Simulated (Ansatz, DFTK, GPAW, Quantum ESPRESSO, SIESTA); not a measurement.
## Rh: 8 runs at one level of theory

```
Rh
1.0
     0.00000    1.89785    1.89785
     1.89785    0.00000    1.89785
     1.89785    1.89785    0.00000
Rh
1
Direct
  0.00000 0.00000 0.00000
```

Alike in all runs: task band structure; functional PBEsol; k mesh 12 × 12 × 12; occupations fermi-dirac, width 0.05 eV; no spin polarisation; no spin-orbit coupling. Pressure is positive in compression and, in plane waves, holds the error of the finite cutoff, which Ansatz's Pulay term estimates and takes out.

| program and potentials | plane-wave cutoff (eV) | notes | pressure (GPa) |
| --- | --- | --- | --- |
| Quantum ESPRESSO, GBRV 1.5 PBEsol | 612 | 15 valence electrons an atom on average | -3.04 |
| Quantum ESPRESSO, SG15 PBE 1.2 | 952 | potentials made for PBE; 17 valence electrons an atom on average | -4.21 |
| Quantum ESPRESSO, PseudoDojo 0.4 SR PBEsol stringent | 1197 | 17 valence electrons an atom on average | -3.31 |
| DFTK, SG15 1.2 (PBE) | 1225 | potentials made for PBE; 17 valence electrons an atom on average | -4.05 |
| GPAW, PAW data sets generated for this functional | 600 | 15 valence electrons an atom on average | -1.44 |
| Ansatz, PAW datasets made for the crystal | 300 | 9 valence electrons an atom on average | -3.74 |
| Ansatz, all-electron LAPW, scalar-relativistic | - | - | -3.74 |
| SIESTA, files PseudoDojo sr-pbesol-0.4.1-standard, DZP (energy shift 0.003 Ry; two zetas on semicore shells) | - | atomic basis; 17 valence electrons an atom on average | 0.76 |

The pressure spans -4.21 (Quantum ESPRESSO, SG15 PBE 1.2) to 0.76 GPa (SIESTA, files PseudoDojo sr-pbesol-0.4.1-standard, DZP (energy shift 0.003 Ry; two zetas on semicore shells)), with all-electron results at -3.74. The pressure on the cell as given of GPAW, PAW data sets generated for this functional; SIESTA, files PseudoDojo sr-pbesol-0.4.1-standard, DZP (energy shift 0.003 Ry; two zetas on semicore shells) lies far from the others; the cause wasn't traced. Rows in atomic bases carry the error of their basis and grid, which can be large.

The functional is the same throughout but for its coding, so the spread measures potentials, basis and numerics; runs on potential files found faulty are left out.
